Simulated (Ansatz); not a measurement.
# Cr (Im-3m) in Ansatz: a series of runs

Runs on Cr. Level: PBE. Tasks: single point.

All numbers are computed with Ansatz 0.2.0; they aren't measurements. Logs are shortened: lines on timing, memory, paths and dates and some standing lists are left out, and cuts for length are marked.

**1. Starting point**

The structure is cubic, space group Im-3m (No. 229). Conventional cell: a = 2.969 Å, b = 2.969 Å, c = 2.969 Å, α = 90.00°, β = 90.00°, γ = 90.00°. Cr (site symmetry m-3m) has 8 Cr at 2.57 Å as nearest neighbours.

**2. Single point, PBE, collinear spin, ferromagnetic start, 13.08 Å³/atom**

input.yaml

```yaml
crystal:
  lattice:
    - [-1.5141386712, 1.5141386712, 1.4844496776]
    - [1.5141386712, -1.5141386712, 1.4844496776]
    - [1.454760684, 1.454760684, -1.4844496776]
  atoms:
    - { symbol: Cr, position: [0.0, 0.0, 0.0], spin: 3.0 }
hamiltonian:
  xc: pbe
  pseudopotentials: { kind: paw }
magnetization:
  spin_polarized: true
kpoints:
  mp_grid: { grid: [11, 11, 11] }
scf:
  occupations: { method: fermi_dirac, width: 0.05 }
output:
  forces: true
  stress: true
  eigenvalues: true
  write_density: true
  write_potential: true
  elf: true
  volumetric_format: npy
```

Potentials or basis: Ansatz PAW.

Command:

```
ansatz run input.yaml --threads 2 --pin off --max-ram 5632MiB --backend cpu --events-out ev --progress --plain --runs-dir out
```

The log of the run:

```text
Warning: RAYON_NUM_THREADS=2 ignored (pool sized by the plan → 2); use --threads N
Engine: ansatz 0.2.0, aarch64-unknown-linux-gnu
Pseudopotentials: kind: paw
Pseudopotential: Cr, paw, valence charge 14, recommended cutoff 420 eV (normal), Cr.paw.azcp
Functional definition: PBE
  parameter kappa = 0.804
  parameter beta = 0.06672455060314922
  exchange = pbe_x(kappa = kappa, mu = beta*pi^2/3)
  correlation = pbe_c(beta = beta)
Crystal: 1 atoms, lattice volume = 13.079 Å³
Basis set: ecut = 420 eV, 241 PW (Γ), exchange–correlation on 36×36×36 points (8 copies of the dense FFT grid, shifted against one another)
Bands: 13, of which v1, the nominal top of the filled ones, is band 7 counted from 1 (6 counted from 0)
Symmetry: 8 space group operations
Space group: Fmmm (ITA 69), of the structure as read, at distance tolerance 2.4e-5 Å
Magnetic group: BNS 69.521 (UNI 619), of the structure as read, at distance tolerance 2.4e-5 Å
k-points: 216 of 1331
Non-local potential: Cr, projectors of the file, l = 0: 3, l = 1: 2, l = 2: 3, l = 3: 1
PAW form: soft (Blöchl's): semilocal exchange-correlation on the pseudo side does not see the compensation charge
PAW one-centre angular grid: Cr, 590 points (default); XC on 64 Gauss nodes
Initial density: superposition of atomic densities (chi_scale 0.1, normalization cell)
Starting moments: Σ|m| = 3 μB on 1 of 1 site
Initial wavefunctions: pseudopotential atomic-orbital guess
Functional: x = pbe(κ = 0.804, μ = 0.2195149727645171), c = pbe(β = 0.06672455060314922)
SCF iter   1: F=—  HF=-3380.504829 eV  |F-HF|=—  |Δ(HF+E_count)|=         —  Δρ=3.22e-1 (↑3.22e-1 ↓1.35e-1)  dr2=5.75e0  dr2_m=5.76e0  M=0.205 μB ∫|m|=0.207 μB  β_m=0.30  ethr=3.10e-3  ⟨swp⟩=3.7  Hψ=25036  notcnv=0
Mixer restart at iter 1: flushing history
preconditioner: auto → none  [metal: Δε(μ)=0.029 eV  Ē_g=11.030 eV  σ=0.050 eV  W_gap=0.15  n_scr=0 (ndim 8)  ℏωp=25.2 eV  f_vac=0.000  D(μ)=0.56/eV (n_scr^D=0)]
SCF iter   2: F=—  HF=-3378.053886 eV  |F-HF|=—  |Δ(HF+E_count)|=    2.45e0  Δρ=1.63e-1 (↑1.63e-1 ↓1.39e-1)  dr2=2.43e-1  dr2_m=2.66e0  M=0.235 μB ∫|m|=0.235 μB  β_m=0.43  ethr=3.10e-3  ⟨swp⟩=2.0  Hψ=14318  notcnv=0  defer=388
SCF iter   3: F=—  HF=-3377.689724 eV  |F-HF|=—  |Δ(HF+E_count)|=   3.64e-1  Δρ=7.80e-2 (↑7.80e-2 ↓5.25e-2)  dr2=1.24e-1  dr2_m=4.97e-1  M=0.153 μB ∫|m|=0.153 μB  β_m=0.51  ethr=1.73e-3  ⟨swp⟩=2.0  Hψ=9453  notcnv=0  defer=310
SCF iter   4: F=—  HF=-3377.596133 eV  |F-HF|=—  |Δ(HF+E_count)|=   9.36e-2  Δρ=7.35e-3 (↑4.58e-3 ↓7.35e-3)  dr2=2.45e-3  dr2_m=3.89e-3  M=0.049 μB ∫|m|=0.051 μB  β_m=0.76  ethr=8.85e-4  ⟨swp⟩=2.3  Hψ=8899  notcnv=0  defer=308
SCF iter   5: F=—  HF=-3377.596605 eV  |F-HF|=—  |Δ(HF+E_count)|=   4.72e-4  Δρ=9.97e-4 (↑9.97e-4 ↓6.55e-4)  dr2=1.68e-5  dr2_m=7.54e-5  M=0.011 μB ∫|m|=0.013 μB  β_m=0.86  ethr=1.75e-5  ⟨swp⟩=1.7  Hψ=8143  notcnv=0  defer=264
SCF iter   6: F=—  HF=-3377.596649 eV  |F-HF|=—  |Δ(HF+E_count)|=   4.37e-5  Δρ=4.33e-4 (↑4.33e-4 ↓2.68e-4)  dr2=5.31e-6  dr2_m=1.39e-5  M=0.005 μB ∫|m|=0.006 μB  β_m=0.93  ethr=1.20e-7  ⟨swp⟩=2.0  Hψ=8724  notcnv=0  defer=264
SCF iter   7: F=—  HF=-3377.596660 eV  |F-HF|=—  |Δ(HF+E_count)|=   1.12e-5  Δρ=1.22e-4 (↑1.22e-4 ↓1.20e-4)  dr2=2.59e-8  dr2_m=1.75e-6  M=0.001 μB ∫|m|=0.001 μB  β_m=0.96  ethr=3.80e-8  ⟨swp⟩=2.0  Hψ=8673  notcnv=0  defer=264
SCF iter   8: F=—  HF=-3377.596660 eV  |F-HF|=—  |Δ(HF+E_count)|=   1.03e-7  Δρ=1.55e-5 (↑1.40e-5 ↓1.55e-5)  dr2=2.83e-9  dr2_m=2.48e-8  M=0.000 μB ∫|m|=0.000 μB  β_m=0.98  ethr=1.85e-10  ⟨swp⟩=2.0  Hψ=8764  notcnv=0  defer=264
SCF iter   9: F=—  HF=-3377.596660 eV  |F-HF|=—  |Δ(HF+E_count)|=   1.21e-8  Δρ=6.19e-6 (↑4.81e-6 ↓6.19e-6)  dr2=5.49e-10  dr2_m=3.48e-9  M=-0.000 μB ∫|m|=0.000 μB  β_m=0.97  ethr=2.02e-11  ⟨swp⟩=2.0  Hψ=8727  notcnv=0  defer=264
SCF iter  10: F=—  HF=-3377.596660 eV  |F-HF|=—  |Δ(HF+E_count)|=  1.24e-10  Δρ=1.32e-6 (↑8.37e-7 ↓1.32e-6)  dr2=4.98e-11  dr2_m=1.32e-10  M=-0.000 μB ∫|m|=0.000 μB  β_m=0.99  ethr=3.92e-12  ⟨swp⟩=2.1  Hψ=8301  notcnv=0  defer=264
SCF iter  11: F=-3377.596660 eV  HF=-3377.596660 eV  |F-HF|=1.00e-11  |Δ(HF+E_count)|=  1.14e-11  Δρ=2.67e-7 (↑2.67e-7 ↓1.13e-7)  dr2=1.19e-11  dr2_m=1.56e-12  M=-0.000 μB ∫|m|=0.000 μB  ethr=1.00e-12  ⟨swp⟩=5.1  Hψ=23705  notcnv=0
SCF 1 converged in 11 iterations: F = -3377.596660 eV  dr2 = 1.19e-11
WARN: the starting moments were not kept: the SCF closed with an absolute magnetisation of 2.2e-6 μB, where they sum to 3 μB in size (1 site). That is at most 0.1 of that sum. Measured as dr2_m measures the in/out step, that magnetisation stands 5.3e-12 eV from none, at or under the dr2_threshold of 1.0e-7 eV: it is no larger than a step whose dr2_m would equal this threshold. The system may hold no moment; this SCF shows only that its start led to no more than that. To try another start: raise the starting moments (crystal.atoms[].spin, magnetization.per_species, magnetization.initial_magnetization, or on a non-collinear deck that types none of these the spinor_matrix: blocks that start its atoms; where the total moment is fixed, keep their sum and leave initial_magnetization as it is; typed ones take the place of any that the run laid by itself, positive ones on a crystal's lanthanoids without a Hubbard term where scf.initial_density.shell_occupations: [] is typed) or, if the notice of its spin-set hold's release reads "site moments contracting" or "site moments show no strong build", lengthen the hold (scf.mixing.spin_hold: { on: { confirm: 4 } }; for m-r²SCAN on two components see the key's manual first). Each may lead to a state that holds a moment. A second SCF, from the converged charge density, with the starting moments and any scf.initial_density.shell_occupations laid on it anew, would have followed, and was not run: the deck does not ask for one (magnetization.retry_lost_moments is false, the default). To let it run, set magnetization.retry_lost_moments: true and run the deck again, where that key's refused combinations let it; where memory then withholds it, that run's warning says so.
SCF converged after 11 iterations
Magnetization: -0.0000 μB (7.0000 up, 7.0000 down)
Absolute magnetization: 0.0000 μB (∫|ρ↑−ρ↓|, with the PAW one-centre terms)
Spin contamination: 0.0000 ħ² per cell (⟨S²⟩ above its minimum at these occupations)
Per-site moments (μB) at R_I (Å): [(-2.038994949960236e-6, 1.0465026744828076)]
Free energy (F): -3377.596660 eV
Harris-Foulkes:  -3377.596660 eV  (|F-HF|=1.00e-11)
Internal energy: -3377.586939 eV  (E = F + TS)
E sigma→0 (E₀):  -3377.591800 eV
Entropy (-TS):   -0.009721 eV (-9.721 meV/atom)
Fermi energy:    16.773154 eV
--- Per-component energies (eV) ---
  E_band       = -180.046596
  E_kinetic    = 340.101816
  E_local      = -1282.517565  (includes V_loc(G=0)·N_el)
  E_nonlocal   = 77.681211
  E_hartree    = 549.889704
  E_xc         = -139.021397
  E_vxc        = -177.273200  (∫ρ·V_xc dr)
  E_paw        = -1193.987085  (= ΣΔE_a)
  E_vpaw       = -237.818465  (= ΣTr[D̂ρ^β])
  E_aug_tail   = 0.000355  (compensation charges beyond the density's cutoff)
  E_ewald      = -1729.733979
  E_smearing   = -0.009721  (= −TS)
  E_closure    = -0.000000  (closes the sum)
  Σ components = -3377.596660   (vs F -3377.596660, Δ=0.00e0)
--- Forces (eV/Å), atoms counted from 1 ---
  atom   1  Cr     0.00000000     0.00000000     0.00000000
  max |Σ_I F_I| component: 1.23e-32 eV/Å
--- Stress (GPa, compression-positive) ---
      -24.201001       2.428571       0.000000
        2.428571     -24.201001       0.000000
        0.000000       0.000000     -24.324184
  P = ⅓ Tr σ = -24.2421 GPa (-242.421 kbar)
--- Band table (eV; the first three rows and the last of 432) ---
  k-point 0 ↑: bands = ["-55.0771", "-26.0622", "-26.0279", "-25.9986", "9.3581", "15.8216", "15.9965", "16.2193", "17.7879", "17.8104", "37.5753", "38.1002", "38.5653"]
  k-point 1 ↑: bands = ["-55.0658", "-26.0616", "-26.0537", "-26.0470", "9.6950", "16.0146", "16.0463", "16.0927", "17.6427", "17.7828", "37.4855", "37.5557", "38.1824"]
  k-point 2 ↑: bands = ["-55.0353", "-26.1999", "-26.0979", "-26.0602", "10.6353", "15.7656", "15.9711", "16.6808", "17.3726", "17.7816", "35.0807", "36.5976", "38.3664"]
  k-point 215 ↓: bands = ["-54.8627", "-26.4954", "-26.4564", "-26.4244", "13.2425", "13.2557", "18.5531", "18.6576", "18.9052", "25.4803", "26.6649", "26.6821", "32.4507"]
```

rho_z.tsv:

```text
# z_ang	rho[e/angstrom^3]	rho_spin[e/angstrom^3]
# format = ansatz-planar-average/11
# lattice	-1.514138671	1.514138671	1.484449678
# lattice	1.514138671	-1.514138671	1.484449678
# lattice	1.454760684	1.454760684	-1.484449678
# sites	1
# site	24	0.000000000	0.000000000	0.000000000
0.000000	2.399832e0	-5.107522e-7
0.140943	2.258554e0	-4.904872e-7
0.281886	1.888797e0	-4.319189e-7
0.422829	1.419344e0	-3.440763e-7
0.563772	9.808952e-1	-2.434106e-7
0.704716	6.512024e-1	-1.501029e-7
[... 10 lines left out ...]
2.255090	1.888797e0	-4.319189e-7
2.396033	2.258554e0	-4.904872e-7
```

Run time: 4.5 s. Hardware: 2 threads of Arm Neoverse V1, shared host; peak memory 0.33 GiB.

What came out:

* Free energy: -3377.5967 eV
* Pressure: -24.2 GPa
* Band gap on the k mesh: none (metal or under the smearing width)
* Net moment: 0.00 μB per cell
* Absolute moment: 0.00 μB per cell

Caveat: the starting moments collapsed, and a magnetic state may lie lower; the starting moments weren't kept.

**3. Single point, PBE, collinear spin, ferromagnetic start, 13.08 Å³/atom**

input.yaml

```yaml
crystal:
  lattice:
    - [-1.4992941744, 1.4992941744, 1.4844496776]
    - [1.4992941744, -1.4992941744, 1.4844496776]
    - [1.4696051808, 1.4696051808, -1.4844496776]
  atoms:
    - { symbol: Cr, position: [0.0, 0.0, 0.0], spin: 3.0 }
hamiltonian:
  xc: pbe
  pseudopotentials: { kind: paw }
magnetization:
  spin_polarized: true
kpoints:
  mp_grid: { grid: [11, 11, 11] }
scf:
  occupations: { method: fermi_dirac, width: 0.05 }
output:
  forces: true
  stress: true
  eigenvalues: true
```

Potentials or basis: Ansatz PAW.

Command:

```
ansatz run input.yaml --threads 2 --pin off --max-ram 5632MiB --backend cpu --events-out ev --progress --plain --runs-dir out
```

It took 3.9 s on 2 threads of Arm Neoverse V1, shared host; peak memory 0.32 GiB.

The run converged. Its results:

| Item | Value |
| --- | --- |
| Free energy | -3377.5989 eV |
| Pressure | -24.4 GPa |
| Band gap on the k mesh | none (metal or under the smearing width) |
| Net moment | 0.00 μB per cell |
| Absolute moment | 0.00 μB per cell |

Caveat: the starting moments collapsed, and a magnetic state may lie lower; the starting moments weren't kept.
